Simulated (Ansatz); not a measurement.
# CoO (P-6m2) in Ansatz: notebook

One crystal, CoO, is run at these levels: LDA+U, PBE+U; tasks: single point.

All numbers are computed with Ansatz 0.2.0; they aren't measurements. Logs are shortened: lines on timing, memory, paths and dates and some standing lists are left out, and cuts for length are marked.

### 1 Starting point

It takes space group P-6m2 (No. 187, hexagonal). The conventional cell has a = 2.856 Å, b = 2.856 Å, c = 2.788 Å, α = 90.00°, β = 90.00°, γ = 120.00°. Co (site symmetry -6m2) is surrounded by 6 O at 2.16 Å. O (site symmetry -6m2) has 6 Co at 2.16 Å as nearest neighbours.

Measurements of this composition are mostly on another form, of space group No. 225.

### 2 Single point, LDA+U, collinear spin, random start

File input.yaml:

```yaml
crystal:
  lattice:
    - [2.85629923, 0.0, 0.0]
    - [-1.42814961, 2.47362769, 0.0]
    - [0.0, 0.0, 2.78760653]
  atoms:
    - { symbol: Co, position: [0.0, 0.0, 0.0], spin: -1.95 }
    - { symbol: O, position: [0.6666666667, 0.3333333333, 0.5] }
hamiltonian:
  xc: lda
  pseudopotentials: { kind: paw }
  hubbard: { sites: [{ species: Co, l: d, u_eff: 7.0 }] }
magnetization:
  spin_polarized: true
kpoints:
  mp_grid: { grid: [8, 8, 7] }
scf:
  occupations: { method: gaussian, width: 0.05 }
output:
  forces: true
  stress: true
  eigenvalues: true
```

Potentials or basis: Ansatz PAW.

On the command line:

```console
> ansatz run input.yaml --threads 2 --pin off --max-ram 5632MiB --backend cpu --events-out ev --progress --plain --runs-dir out
```

Standard output:

```text
Warning: RAYON_NUM_THREADS=2 ignored (pool sized by the plan → 2); use --threads N
Co: projections on atomic orbitals take those of the free atom [Ne] 3s2 3p6 3d7 4s2, of charge +0.00 (hamiltonian.pseudopotentials.projection_atoms); the dataset's partial waves leave at most 1.4e-6 of an orbital's norm unspanned inside its sphere
O: projections on atomic orbitals take those of the free atom [He] 2s2 2p4, of charge +0.00 (hamiltonian.pseudopotentials.projection_atoms); the dataset's partial waves leave at most 1.9e-8 of an orbital's norm unspanned inside its sphere
Engine: ansatz 0.2.0, aarch64-unknown-linux-gnu
Pseudopotentials: kind: paw
Pseudopotential: Co, paw, valence charge 17, recommended cutoff 420 eV (normal), Co.paw.azcp
Pseudopotential: O, paw, valence charge 6, recommended cutoff 420 eV (normal), O.paw.azcp
Functional definition: SPW92
  exchange = slater_x
  correlation = pw_c
Crystal: 2 atoms, lattice volume = 19.696 Å³
Basis set: ecut = 420 eV, 405 PW (Γ)
Bands: 17, of which v1, the nominal top of the filled ones, is band 12 counted from 1 (11 counted from 0)
Symmetry: 12 space group operations
Space group: P-6m2 (ITA 187), of the structure as read, at distance tolerance 2.7e-5 Å
Magnetic group: BNS 187.209 (UNI 1439), of the structure as read, at distance tolerance 2.7e-5 Å
k-points: 40 of 448 (time reversal used)
Non-local potential: Co, projectors of the file, l = 0: 3, l = 1: 2, l = 2: 3, l = 3: 1
Non-local potential: O, projectors of the file, l = 0: 2, l = 1: 2, l = 2: 1
PAW form: soft (Blöchl's): semilocal exchange-correlation on the pseudo side does not see the compensation charge
PAW frozen core: Co, regenerated for the run's functional, and the local potential with it (the file was generated under x = pbe(κ = 0.804, μ = 0.2195149727645171), c = pbe(β = 0.06672455060314922))
PAW frozen core: O, regenerated for the run's functional, and the local potential with it (the file was generated under x = pbe(κ = 0.804, μ = 0.2195149727645171), c = pbe(β = 0.06672455060314922))
PAW one-centre angular grid: Co, 590 points (default); XC on 64 Gauss nodes
PAW one-centre angular grid: O, 110 points (default); XC on 64 Gauss nodes
Initial density: superposition of atomic densities (chi_scale 0.1, normalization cell, long waves kept (reshape's long-wave potential 0.00 eV rms))
Starting moments: Σ|m| = 1.95 μB on 1 of 2 sites
Initial wavefunctions: pseudopotential atomic-orbital guess
Functional: x = slater, c = lda
SCF iter   1: F=—  HF=-5615.816477 eV  |F-HF|=—  |Δ(HF+E_count)|=         —  Δρ=4.03e-1 (↑4.03e-1 ↓2.01e-1)  dr2=5.95e1  dr2_m=2.56e0  M=-0.715 μB ∫|m|=0.722 μB  β_m=0.30  ethr=3.10e-3  ⟨swp⟩=5.6  Hψ=5975  notcnv=0
preconditioner: auto → none  [metal: Δε(μ)=0.012 eV  Ē_g=15.092 eV  σ=0.050 eV  W_gap=0.14  n_scr=8 (ndim 8)  ℏωp=32.4 eV  f_vac=0.000  D(μ)=1.79/eV (n_scr^D=20)  sad-step TF]
SCF iter   2: F=—  HF=-5612.130111 eV  |F-HF|=—  |Δ(HF+E_count)|=    3.69e0  Δρ=2.52e-1 (↑2.52e-1 ↓1.04e-1)  dr2=6.01e0  dr2_m=4.00e0  M=-3.000 μB ∫|m|=3.015 μB  β_m=1.00  ethr=3.10e-3  ⟨swp⟩=3.0  Hψ=3638  notcnv=0  defer=109
SCF iter   3: F=—  HF=-5611.298800 eV  |F-HF|=—  |Δ(HF+E_count)|=   8.31e-1  Δρ=6.97e-2 (↑6.97e-2 ↓6.36e-2)  dr2=1.74e0  dr2_m=1.95e-2  M=-3.000 μB ∫|m|=3.025 μB  β_m=1.00  ethr=3.10e-3  ⟨swp⟩=2.6  Hψ=3400  notcnv=0  defer=75
SCF iter   4: F=—  HF=-5611.860026 eV  |F-HF|=—  |Δ(HF+E_count)|=   5.61e-1  Δρ=2.96e-2 (↑2.96e-2 ↓1.51e-2)  dr2=4.81e-2  dr2_m=5.91e-2  M=-3.000 μB ∫|m|=3.019 μB  β_m=0.30  ethr=3.10e-3  ⟨swp⟩=2.1  Hψ=3090  notcnv=0  defer=75
SCF iter   5: F=—  HF=-5612.364575 eV  |F-HF|=—  |Δ(HF+E_count)|=   5.05e-1  Δρ=3.04e-2 (↑3.04e-2 ↓1.45e-2)  dr2=9.46e-2  dr2_m=4.50e-2  M=-3.000 μB ∫|m|=3.022 μB  β_m=1.00  ethr=2.09e-4  ⟨swp⟩=2.9  Hψ=3114  notcnv=0  defer=79
SCF iter   6: F=—  HF=-5612.714539 eV  |F-HF|=—  |Δ(HF+E_count)|=   3.50e-1  Δρ=1.01e-2 (↑1.01e-2 ↓6.72e-3)  dr2=2.52e-2  dr2_m=9.90e-4  M=-3.000 μB ∫|m|=3.024 μB  β_m=1.00  ethr=2.09e-4  ⟨swp⟩=2.2  Hψ=2577  notcnv=0  defer=79
SCF iter   7: F=—  HF=-5612.930212 eV  |F-HF|=—  |Δ(HF+E_count)|=   2.16e-1  Δρ=5.11e-3 (↑5.11e-3 ↓5.09e-3)  dr2=5.98e-3  dr2_m=1.27e-4  M=-3.000 μB ∫|m|=3.025 μB  β_m=1.00  ethr=1.09e-4  ⟨swp⟩=2.5  Hψ=3158  notcnv=0  defer=84
SCF iter   8: F=—  HF=-5613.050035 eV  |F-HF|=—  |Δ(HF+E_count)|=   1.20e-1  Δρ=9.75e-3 (↑9.75e-3 ↓1.73e-3)  dr2=2.16e-2  dr2_m=3.43e-3  M=-3.000 μB ∫|m|=3.027 μB  β_m=1.00  ethr=2.60e-5  ⟨swp⟩=2.0  Hψ=2584  notcnv=0  defer=84
SCF iter   9: F=—  HF=-5613.116253 eV  |F-HF|=—  |Δ(HF+E_count)|=   6.62e-2  Δρ=6.48e-3 (↑6.48e-3 ↓3.60e-3)  dr2=1.79e-2  dr2_m=3.84e-4  M=-3.000 μB ∫|m|=3.027 μB  β_m=1.00  ethr=2.60e-5  ⟨swp⟩=2.1  Hψ=1990  notcnv=0  defer=84
[... 36 lines left out ...]
SCF iter   2: F=—  HF=-5613.435923 eV  |F-HF|=—  |Δ(HF+E_count)|=         —  Δρ=1.32e-2 (↑1.32e-2 ↓7.11e-3)  dr2=5.50e-2  dr2_m=4.28e-3  M=-3.000 μB ∫|m|=3.005 μB  ethr=4.35e-6  ⟨swp⟩=1.3  Hψ=8784  notcnv=0
SCF iter   3: F=—  HF=-5613.421971 eV  |F-HF|=—  |Δ(HF+E_count)|=   1.40e-2  Δρ=2.23e-3 (↑2.23e-3 ↓1.18e-3)  dr2=1.15e-3  dr2_m=3.07e-4  M=-3.000 μB ∫|m|=3.004 μB  ethr=4.35e-6  ⟨swp⟩=1.0  Hψ=4318  notcnv=0
SCF iter   4: F=—  HF=-5613.421776 eV  |F-HF|=—  |Δ(HF+E_count)|=   1.96e-4  Δρ=4.45e-5 (↑4.45e-5 ↓4.44e-5)  dr2=4.32e-7  dr2_m=1.30e-7  M=-3.000 μB ∫|m|=3.004 μB  ethr=4.35e-6  ⟨swp⟩=1.0  Hψ=3440  notcnv=0
SCF iter   5: F=—  HF=-5613.421775 eV  |F-HF|=—  |Δ(HF+E_count)|=   3.54e-7  Δρ=1.35e-5 (↑6.53e-6 ↓1.35e-5)  dr2=3.37e-8  dr2_m=3.66e-9  M=-3.000 μB ∫|m|=3.004 μB  ethr=4.35e-10  ⟨swp⟩=1.0  Hψ=3844  notcnv=0
SCF iter   6: F=-5613.421775 eV  HF=-5613.421775 eV  |F-HF|=1.79e-9  |Δ(HF+E_count)|=   1.25e-8  Δρ=2.30e-6 (↑2.23e-6 ↓2.30e-6)  dr2=1.31e-9  dr2_m=5.08e-11  M=-3.000 μB ∫|m|=3.004 μB  ethr=1.47e-10  ⟨swp⟩=1.0  Hψ=3899  notcnv=0
SCF iter   7: F=-5613.421775 eV  HF=-5613.421775 eV  |F-HF|=1.78e-9  |Δ(HF+E_count)|=  1.82e-12  Δρ=2.30e-6 (↑2.22e-6 ↓2.30e-6)  dr2=1.31e-9  dr2_m=5.08e-11  M=-3.000 μB ∫|m|=3.004 μB  ethr=5.72e-12  ⟨swp⟩=1.0  Hψ=4389  notcnv=0
SCF 4 converged in 7 iterations: F = -5613.421775 eV  dr2 = 1.31e-9
iter 1 solved again at ethr=9.05e-9 eV; its pass at ethr=3.10e-3 eV (dr2=2.08e-6 eV) is discarded
SCF iter   1: F=—  HF=-5614.236020 eV  |F-HF|=—  |Δ(HF+E_count)|=         —  Δρ=2.06e-6 (↑2.02e-6 ↓2.06e-6)  dr2=1.36e-9  dr2_m=1.40e-10  M=-3.000 μB ∫|m|=3.005 μB  β_m=0.30  ethr=9.05e-9  ⟨swp⟩=3.1  Hψ=21332  notcnv=0
preconditioner: auto → none  [insulator: Δε(μ)=0.904 eV  Ē_g=15.737 eV  σ=0.050 eV  W_gap=1.00  n_scr=8 (ndim 8)  ℏωp=32.4 eV  f_vac=0.000  D(μ)=0.00/eV (n_scr^D=0)  ε∞_Penn≈5.2]
SCF iter   2: F=-5614.236020 eV  HF=-5614.236020 eV  |F-HF|=3.88e-10  |Δ(HF+E_count)|=  1.46e-10  Δρ=1.32e-6 (↑7.64e-7 ↓1.32e-6)  dr2=5.32e-10  dr2_m=6.54e-11  M=-3.000 μB ∫|m|=3.005 μB  ethr=5.93e-12  ⟨swp⟩=5.1  Hψ=9654  notcnv=0
SCF 5 converged in 2 iterations: F = -5614.236020 eV  dr2 = 5.32e-10
Symmetry: 2 space group operations
k-points: 136 of 448 (time reversal used)
Initial wavefunctions: those read from a saved state, or passed on in memory by an earlier step or the calling program
iter 1 solved again at ethr=2.30e-12 eV; its pass at ethr=4.35e-6 eV (dr2=5.29e-10 eV) is discarded
SCF iter   1: F=—  HF=-5614.236020 eV  |F-HF|=—  |Δ(HF+E_count)|=         —  Δρ=1.32e-6 (↑7.64e-7 ↓1.32e-6)  dr2=5.29e-10  dr2_m=6.52e-11  M=-3.000 μB ∫|m|=3.005 μB  ethr=2.30e-12  ⟨swp⟩=1.0  Hψ=27535  notcnv=0
SCF iter   2: F=—  HF=-5614.236019 eV  |F-HF|=—  |Δ(HF+E_count)|=   7.85e-7  Δρ=2.25e-5 (↑1.38e-5 ↓2.25e-5)  dr2=1.09e-7  dr2_m=1.89e-8  M=-3.000 μB ∫|m|=3.005 μB  ethr=4.35e-6  ⟨swp⟩=1.0  Hψ=19976  notcnv=0
SCF iter   3: F=-5614.236020 eV  HF=-5614.236020 eV  |F-HF|=1.55e-9  |Δ(HF+E_count)|=   3.47e-7  Δρ=2.73e-6 (↑1.83e-6 ↓2.73e-6)  dr2=1.84e-9  dr2_m=6.98e-11  M=-3.000 μB ∫|m|=3.005 μB  ethr=4.35e-10  ⟨swp⟩=1.0  Hψ=12538  notcnv=0
an SCF along what the orbitals of the run's state read of its open shells (or to have them read: on a GPU, or by another smearing), with 10 of the crystal's symmetry operations given up (136 k-points in place of 40), reached no lower state that the run goes on to. This is no proof of a minimum
SCF converged after 2 iterations
Stability not told: the lowest value that the SCF's own minimisation read on its close, 1.2e-1 (residual 4.1e-4), is positive but too near zero to vouch for directions that it does not look along: no lower mode is shown, and none is ruled out
Magnetization: -3.0000 μB (10.0000 up, 13.0000 down)
Absolute magnetization: 3.0032 μB (∫|ρ↑−ρ↓|, with the PAW one-centre terms)
Spin contamination: 0.0038 ħ² per cell (⟨S²⟩ above its minimum at these occupations)
Per-site moments (μB) at R_I (Å): [(-2.6345000350616514, 0.890672355643201), (-0.18657424177401594, 0.890672355643201)]
Free energy (F): -5614.236020 eV
Harris-Foulkes:  -5614.236020 eV  (|F-HF|=3.88e-10)
Internal energy: -5614.236020 eV  (E = F + TS)
E sigma→0 (E₀):  -5614.236020 eV
Fermi energy:    13.025975 eV
--- Per-component energies (eV) ---
  E_band       = -346.453830
  E_kinetic    = 614.876468
  E_local      = -3480.312116  (includes V_loc(G=0)·N_el)
  E_nonlocal   = 518.792647
  E_hartree    = 1420.453650
  E_xc         = -225.600336
  E_vxc        = -291.944800  (∫ρ·V_xc dr)
  E_hubbard    = 0.980552  (on-site DFT+U / exact-exchange correction)
  E_vhub       = -23.317211  (the Hubbard potential's part of the band-sum identity)
  E_paw        = -1600.618406  (= ΣΔE_a)
  E_vpaw       = -525.459121  (= ΣTr[D̂ρ^β])
  E_aug_tail   = 0.002401  (compensation charges beyond the density's cutoff)
  E_ewald      = -2863.326052
  E_core_change = 0.515172  (= ΣΔE_core)
  E_smearing   = -0.000000  (= −TS)
  E_closure    = 0.000000  (closes the sum)
  Σ components = -5614.236020   (vs F -5614.236020, Δ=0.00e0)
--- Forces (eV/Å), atoms counted from 1 ---
  atom   1  Co    -0.24972598    -0.14417936     0.00000000
  atom   2  O      0.24973424     0.14418413     0.00000000
  max |Σ_I F_I| component: 8.26e-6 eV/Å
--- Stress (GPa, compression-positive) ---
       -0.570574      -1.444482       0.000000
       -1.444482       1.097369       0.000000
        0.000000       0.000000     -20.249164
  P = ⅓ Tr σ = -6.5741 GPa (-65.741 kbar)
--- Band table (eV; the first three rows and the last of 168) ---
  k-point 0 ↑: bands = ["-80.6098", "-44.3990", "-44.3515", "-44.2118", "-5.8354", "7.1227", "7.3563", "10.4702", "10.7277", "12.5739", "14.1384", "15.7595", "15.7753", "16.1071", "27.7181", "29.4061", "29.4568"]
  k-point 1 ↑: bands = ["-80.6091", "-44.3981", "-44.3507", "-44.2229", "-5.6567", "6.8637", "7.4800", "9.8109", "10.8083", "12.3056", "15.2172", "15.4578", "15.8535", "16.2614", "26.7315", "29.8899", "29.9328"]
  k-point 2 ↑: bands = ["-80.6080", "-44.3961", "-44.3486", "-44.2472", "-5.2155", "5.8260", "7.7960", "9.5786", "10.9902", "11.7222", "15.1406", "15.9651", "16.2346", "17.0855", "24.2612", "31.2985", "31.3264"]
  k-point 83 ↓: bands = ["-83.7273", "-47.5222", "-47.3811", "-47.2817", "-4.6955", "3.9983", "4.9480", "5.3836", "7.2342", "7.3541", "8.3802", "9.2622", "12.1476", "17.5088", "22.8761", "24.7402", "26.6020"]
Occupation matrices written to <dir>
```

It took 38 s on 2 threads of Arm Neoverse V1, shared host; peak memory 0.55 GiB.

What came out:

- Free energy: -5614.2360 eV
- Pressure: -6.6 GPa
- Largest force: 0.288 eV/Å
- Band gap on the k mesh: 0.90 eV, direct
- Net moment: -3.00 μB per cell
- Absolute moment: 3.00 μB per cell
- Site moments: Co -2.63; O -0.19 μB

Forces on the atoms (eV/Å):
```
Co  -0.250 -0.144  0.000
O    0.250  0.144  0.000
```

Eigenvalues of the final occupation matrices:
| site | spin | trace | eigenvalues |
| --- | --- | --- | --- |
| site 1 | 1 | 2.24 | 0.06 0.10 0.11 0.99 0.99 |
| site 1 | 2 | 4.98 | 1.00 1.00 1.00 1.00 1.00 |

Caveat: the magnetic or orbital state may not be the lowest; odd divisions of the mesh miss points on the zone boundary, where band edges often lie, so the gap on the mesh can be too wide; the pressure holds a Pulay correction of +0.9 GPa for the finite cutoff; a cell with one magnetic atom can't hold antiferromagnetic order, which such compounds often take; the PAW data sets come from PBE, with cores solved anew for the run's functional, which leaves a small shift of forces and pressure.

### 3 Single point, PBE+U, collinear spin, program default start

Edit input.yaml of step 2 so:

```diff
@@ -6,8 +6,8 @@
   atoms:
-    - { symbol: Co, position: [0.0, 0.0, 0.0], spin: -1.95 }
+    - { symbol: Co, position: [0.0, 0.0, 0.0] }
     - { symbol: O, position: [0.6666666667, 0.3333333333, 0.5] }
 hamiltonian:
-  xc: lda
+  xc: pbe
   pseudopotentials: { kind: paw }
-  hubbard: { sites: [{ species: Co, l: d, u_eff: 7.0 }] }
+  hubbard: { sites: [{ species: Co, l: d, u_eff: 4.0 }] }
 magnetization:
```

Potentials or basis: Ansatz PAW.

On the command line:

```console
> ansatz run input.yaml --threads 2 --pin off --max-ram 5632MiB --backend cpu --events-out ev --progress --plain --runs-dir out
```

Wall time 39 s (2 threads of Arm Neoverse V1, shared host); peak memory 0.54 GiB.

The run converged. Its results:

```
Free energy            : -5690.9047 eV
Pressure               : 5.3 GPa
Largest force          : 0.301 eV/Å
Band gap on the k mesh : 0.73 eV, direct
Net moment             : 3.00 μB per cell
Absolute moment        : 3.01 μB per cell
Site moments           : Co +2.60; O +0.23 μB
```

Forces on the atoms (eV/Å):
```
Co  -0.261 -0.151  0.000
O    0.261  0.151  0.000
```

Stress tensor (GPa, compression positive):
```
 9.76 -1.40  0.00
-1.40 11.38  0.00
 0.00  0.00 -5.25
```

Levels at points of the mesh, in eV from the valence-band top:
Spin up:
| k point | band 10 | band 11 | band 12 | band 13 | band 14 | band 15 | band 16 | band 17 |
| --- | --- | --- | --- | --- | --- | --- | --- | --- |
| (0.00, 0.00, 0.00) | -4.96 | -2.76 | -1.04 | -0.76 | 0.73 | 14.66 | 16.11 | 16.19 |
| (0.00, -0.50, 0.00) | -4.75 | -3.12 | -2.61 | -0.68 | 5.48 | 8.77 | 14.81 | 16.67 |
| (-0.50, 0.00, 0.00) | -4.11 | -3.44 | -2.48 | -0.69 | 5.45 | 8.74 | 14.71 | 16.78 |
Spin down:
```
            k point  band 8  band 9  band 10  band 11  band 12  band 13
 (0.00, 0.00, 0.00)   -2.37   -2.28     0.00     1.43     2.32     2.35
(0.00, -0.50, 0.00)   -2.75   -2.46    -1.60     2.15     2.47     3.29
(-0.50, 0.00, 0.00)   -2.90   -2.75    -1.63     1.72     2.17     3.27
```

Eigenvalues of the final occupation matrices:
```
  site  spin  trace               eigenvalues
site 1     1   4.98  0.99 1.00 1.00 1.00 1.00
site 1     2   2.28  0.07 0.12 0.13 0.98 0.98
```

Caveat: the magnetic or orbital state may not be the lowest; odd divisions of the mesh miss points on the zone boundary, where band edges often lie, so the gap on the mesh can be too wide; the pressure holds a Pulay correction of +0.7 GPa for the finite cutoff; a cell with one magnetic atom can't hold antiferromagnetic order, which such compounds often take.

### 4 Single point, LDA+U, collinear spin, program default start

Edit input.yaml of step 3 so:

```diff
@@ -9,7 +9,9 @@
 hamiltonian:
-  xc: pbe
+  xc: lda
   pseudopotentials: { kind: paw }
-  hubbard: { sites: [{ species: Co, l: d, u_eff: 4.0 }] }
+  hubbard: { sites: [{ species: Co, l: d, u_eff: 6.0 }] }
 magnetization:
   spin_polarized: true
+  initial_magnetization: 0.0
+  spin_locking: { lock_magnetization: hard }
 kpoints:
```

On the command line:

```console
> ansatz run input.yaml --threads 2 --pin off --max-ram 5632MiB --backend cpu --events-out ev --progress --plain --runs-dir out
```

It took 2.9 min on 2 threads of Arm Neoverse V1, shared host; peak memory 0.72 GiB.

It converged, with:

```
Free energy     : -5612.5487 eV
Pressure        : -15.6 GPa
Largest force   : 0.243 eV/Å
Net moment      : 0.00 μB per cell
Absolute moment : 1.09 μB per cell
```

Forces on the atoms (eV/Å):
```
Co   0.177 -0.167  0.000
O   -0.177  0.167  0.000
```

Stress tensor (GPa, compression positive):
```
 -9.23  -0.04   0.00
 -0.04 -14.62   0.00
  0.00   0.00 -23.09
```

Eigenvalues of the final occupation matrices:
```tsv
site	spin	trace	eigenvalues
site 1	1	3.76	0.09 0.72 0.98 0.98 0.99
site 1	2	3.76	0.09 0.72 0.98 0.98 0.99
```

Caveat: the magnetic or orbital state may not be the lowest; the pressure holds a Pulay correction of +0.9 GPa for the finite cutoff; the total moment is fixed, so each spin has its own Fermi level; the PAW data sets come from PBE, with cores solved anew for the run's functional, which leaves a small shift of forces and pressure; the thresholds are loose for stress. The state reached can hang on the start; a lower one may exist.

[end of part 1 of 2]
